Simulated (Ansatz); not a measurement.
Starting cell, RuO2 (rutile):

```
RuO2
1.0
    4.46614     0.00000     0.00000
    0.00000     4.46614     0.00000
    0.00000     0.00000     3.09186
Ru O
2 4
Direct
  0.00000   0.00000   0.00000
  0.50000   0.50000   0.50000
  0.30608   0.30608   0.00000
  0.80608   0.19392   0.50000
  0.19392   0.80608   0.50000
  0.69392   0.69392   0.00000
```

In each cell atom 1 (Ru, nearest neighbour O at 1.933 Å; its periodic images, 3.1 Å or more away, move with it) moves by s·(0.707, 0.707, 0.000) (along Cartesian [110]), the rest being held.

All values below come from PBEsol (plane waves to 420 eV, PAW, scalar-relativistic; Ansatz, an electronic-structure program). k mesh 9×9×12 (Γ-centred), Fermi-Dirac smearing 0.05 eV. The energy includes the smearing's −TS. With partly filled bands, energies and forces of such displacements shift with the k mesh and the smearing. RuO2 is run without spin polarisation and with no Hubbard U. RuO2 was relaxed with its symmetry unable to fall. ΔE is measured from the undisplaced structure. The last digit holds for this mesh only.

```
s (Å)   ΔE (meV/cell)
------  -------------
-0.190          514.0
-0.152          320.3
-0.114          176.6
-0.076           77.4
-0.038           19.2
0.000             0.0
0.038            19.2
0.076            77.4
0.114           176.6
0.152           320.3
0.190           514.0
```

What force constant k = d²E/ds² at s = 0 does the table give?

27 eV/Å². It is the second difference of the nearest points, corrected with the next pair.

With k = 26.54 eV/Å² from the forces, is the well harmonic out to s = 0.190 Å?

½ks² = 479 meV/cell against the computed 514 meV/cell, so the well is stiffer than harmonic there.

(A displaced cell: forces are minus the slopes of the energy, force constants its curvatures, and phonons follow from these.)
